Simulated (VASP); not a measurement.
Here is a VASP 6.6.1 calculation.

File INCAR:

```
SYSTEM = Al
AGGAC = 1.0
AGGAX = 1.0
ALDAC = 0.0
ALDAX = 1.0
ALGO = Normal
EDIFF = 1E-7
EDIFFG = -0.01
ENCUT = 600
GGA = B5
IBRION = 2
ISIF = 3
ISMEAR = -1
IVDW = 13
LASPH = .True.
LCHARG = .False.
LREAL = .False.
LWAVE = .False.
NELM = 60
NSW = 40
PREC = Accurate
SIGMA = 0.05
VDW_A1 = 0.44488865
VDW_A2 = 4.0933009
VDW_S6 = 1.0
VDW_S8 = 2.34076671
```

KPOINTS

```
k-points
0
Gamma
  11 11 11
  0 0 0
```

File POSCAR:

```
Al
1.0
    0.0000000000      2.0248050000      2.0248050000
    2.0248050000      0.0000000000      2.0248050000
    2.0248050000      2.0248050000      0.0000000000
Al
1
Direct
    0.0000000000      0.0000000000      0.0000000000
```

Potentials or basis: VASP PAW PBE potentials, release 64 (Al).

Launch:

```bash
$ cat potpaw_PBE.64/Al/POTCAR > POTCAR
$ mpirun -np 1 vasp_std > vasp.out
```

Q: Estimate the band gap on the k mesh.

A: None (metal or under the smearing width).

Q: Predict the relaxed volume.

A: 15.87 Å³/atom.

Final structure:
```xyz
1
Lattice="0.0000 1.9948 1.9948 1.9948 0.0000 1.9948 1.9948 1.9948 0.0000" Properties=species:S:1:pos:R:3 pbc="T T T"
Al    0.0000    0.0000    0.0000
```

Caveat: the PAW data sets were made with another functional, which shifts forces and pressure a little; pairwise dispersion overbinds metals, which lowers pressure and volume.

The cell as given is a measured one (16.60 Å³/atom); BLYP+D4 puts the equilibrium volume -4.4 % from it, thermal expansion not counted.
